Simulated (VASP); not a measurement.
## A VASP 6.6.1 single-point calculation on AlN

INCAR

```
NELM = 67
NBANDS = 11
LASPH = .TRUE.
EDIFF = 1E-7
LCHARG = .FALSE.
LWAVE = .FALSE.
SIGMA = 0.1
PREC = Accurate
IBRION = -1
GGA = PE
ENCUT = 520
NSW = 0
LREAL = .FALSE.
ISMEAR = -5
ISIF = 2
```

KPOINTS

```
KPOINTS created by Atomic Simulation Environment
0
Gamma
12 12 12
0 0 0
```

POSCAR

```
Al N
 1.0000000000000000
     0.0000000000000000    2.0188684453999999    2.0188684453999999
     2.0087741031999999    0.0000000000000000    2.0188684453999999
     2.0087741031999999    2.0188684453999999    0.0000000000000000
 Al  N
   1   1
Cartesian
  0.0000000000000000  0.0000000000000000  0.0000000000000000
  2.0087741032000004  2.0188684453999999  2.0188684453999999
```

The recommended PBE PAW datasets give the neutral cell 8 valence electrons.

Command

```
mpirun -np 1 vasp_std
```

OSZICAR

```
N       E                     dE             d eps       ncg     rms          rms(c)
DAV:   1     0.102022097205E+02    0.10202E+02   -0.41149E+03  3706   0.626E+02
DAV:   2    -0.155574762736E+02   -0.25760E+02   -0.24896E+02  4381   0.140E+02
DAV:   3    -0.162846470055E+02   -0.72717E+00   -0.72607E+00  4337   0.213E+01
DAV:   4    -0.162875989537E+02   -0.29519E-02   -0.29518E-02  4062   0.146E+00
DAV:   5    -0.162876246165E+02   -0.25663E-04   -0.25663E-04  4287   0.128E-01    0.763E+00
DAV:   6    -0.145558937309E+02    0.17317E+01   -0.74449E+00  3967   0.145E+01    0.271E+00
DAV:   7    -0.145402718452E+02    0.15622E-01   -0.18558E-01  4017   0.313E+00    0.179E+00
DAV:   8    -0.145348947995E+02    0.53770E-02   -0.15441E-02  3844   0.108E+00    0.337E-01
DAV:   9    -0.145345498529E+02    0.34495E-03   -0.14439E-03  4117   0.228E-01    0.151E-01
DAV:  10    -0.145346072430E+02   -0.57390E-04   -0.13470E-04  4024   0.854E-02    0.425E-02
DAV:  11    -0.145346015669E+02    0.56761E-05   -0.18244E-05  4267   0.240E-02    0.770E-03
DAV:  12    -0.145346012851E+02    0.28183E-06   -0.65106E-07  3940   0.677E-03    0.131E-03
DAV:  13    -0.145346012451E+02    0.40004E-07   -0.10799E-08  2249   0.715E-04
   1 F= -.14534601E+02 E0= -.14534601E+02  d E =0.000000E+00
```

From OUTCAR

```
k-points           NKPTS =    163   k-points in BZ     NKDIM =    163   number of bands    NBANDS=     11

   NELECT =       8.0000    total number of electrons

   dimension x,y,z NGX =    24 NGY =   24 NGZ =   24
   dimension x,y,z NGXF=    48 NGYF=   48 NGZF=   48

  energy-cutoff  :      520.00
  volume of cell :       16.37
      direct lattice vectors                 reciprocal lattice vectors
     0.000000000  2.018868445  2.018868445    -0.248908028  0.247663488  0.247663488
     2.008774103  0.000000000  2.018868445     0.248908028 -0.247663488  0.247663488
     2.008774103  2.018868445  0.000000000     0.248908028  0.247663488 -0.247663488

 k-points in reciprocal lattice and weights: KPOINTS created by Atomic Simulation Env
   0.00000000  0.00000000  0.00000000       0.001
   0.08333333 -0.00000000 -0.00000000       0.005
   0.16666667  0.00000000  0.00000000       0.005
   0.25000000  0.00000000  0.00000000       0.005
   0.33333333  0.00000000  0.00000000       0.005
   0.41666667  0.00000000  0.00000000       0.005
   0.50000000  0.00000000  0.00000000       0.002
   0.08333333  0.08333333  0.00000000       0.002
   ...

 E-fermi :  10.1503

 k-point     1 :       0.0000    0.0000    0.0000
  band No.  band energies     occupation
      1      -7.5540      2.00000
      2      10.0572      2.00000
      3      10.0936      2.00000
      4      10.0936      2.00000
      5      15.8921      0.00000
      6      22.2564      0.00000
      7      22.2564      0.00000
      8      22.3237      0.00000
      9      27.4444      0.00000
     10      27.8559      0.00000
     11      28.0224      0.00000

 k-point     2 :       0.0833   -0.0000   -0.0000
  band No.  band energies     occupation
      1      -7.4098      2.00000
      2       9.3472      2.00000
      3       9.9840      2.00000
      4      10.0039      2.00000
      5      16.3555      0.00000
      6      21.5764      0.00000
      7      22.4767      0.00000
      8      22.5240      0.00000
      9      26.5870      0.00000
     10      26.7279      0.00000
     11      28.4122      0.00000

 k-point     3 :       0.1667    0.0000    0.0000
  band No.  band energies     occupation
      1      -6.9865      2.00000
      2       7.6810      2.00000
      3       9.7621      2.00000
      4       9.7726      2.00000
      5      17.0359      0.00000
      6      20.8768      0.00000
      7      22.7947      0.00000
      8      22.8674      0.00000
      9      25.6908      0.00000
     10      25.7812      0.00000
     11      28.0926      0.00000

 k-point     4 :       0.2500    0.0000    0.0000
  band No.  band energies     occupation
      1      -6.3149      2.00000
      2       5.7227      2.00000
      3       9.4839      2.00000
      4       9.4847      2.00000
      5      17.0439      0.00000
      6      21.2971      0.00000
      7      22.4155      0.00000
      8      22.5268      0.00000
      9      26.3417      0.00000
     10      26.3679      0.00000
     11      27.3758      0.00000

 k-point     5 :       0.3333    0.0000    0.0000
  band No.  band energies     occupation
      1      -5.4710      2.00000
      2       3.8333      2.00000
      3       9.2207      2.00000
      4       9.2315      2.00000
      5      16.6733      0.00000
      6      21.7429      0.00000
      7      21.8607      0.00000
      8      22.3328      0.00000
      9      26.7386      0.00000
     10      28.0092      0.00000
     11      28.0096      0.00000

 ...

  Total        0.8752861      0.7179195      0.7179195      0.0000000      0.0000000      0.0000000
  in kB       85.6413448     70.2439923     70.2439923      0.0000000      0.0000000      0.0000000
  external PRESSURE =      75.3764432 kB  Pullay stress =       0.0000000 kB

 POSITION                                       TOTAL-FORCE (eV/Angst)
 -----------------------------------------------------------------------------------
      0.00000      0.00000      0.00000         0.000000     -0.000000      0.000000
      2.00877      2.01887      2.01887         0.000000      0.000000     -0.000000
 -----------------------------------------------------------------------------------
    total drift:                               -0.000000     -0.000000      0.000000

  FREE ENERGIE OF THE ION-ELECTRON SYSTEM (eV)
  ---------------------------------------------------
  free  energy   TOTEN  =       -14.5346012451 eV

  energy  without entropy=      -14.5346012451  energy(sigma->0) =      -14.53460125
```

It converged. Results: gap between bands v and c on the k mesh 4.65 eV; least direct gap on the k mesh 5.80 eV; pressure 7.5 GPa. Band v is the last that the valence electrons fill when counted band by band, and c is the next.

For comparison, a separate PBE run of the intended cell, on usual settings and not on those above, gives a gap of 4.65 eV on its mesh and a pressure of 7.5 GPa.

The run above took about 16 s on one core of a shared host (Intel Xeon Platinum 8488C) and held 0.15 GiB at most.
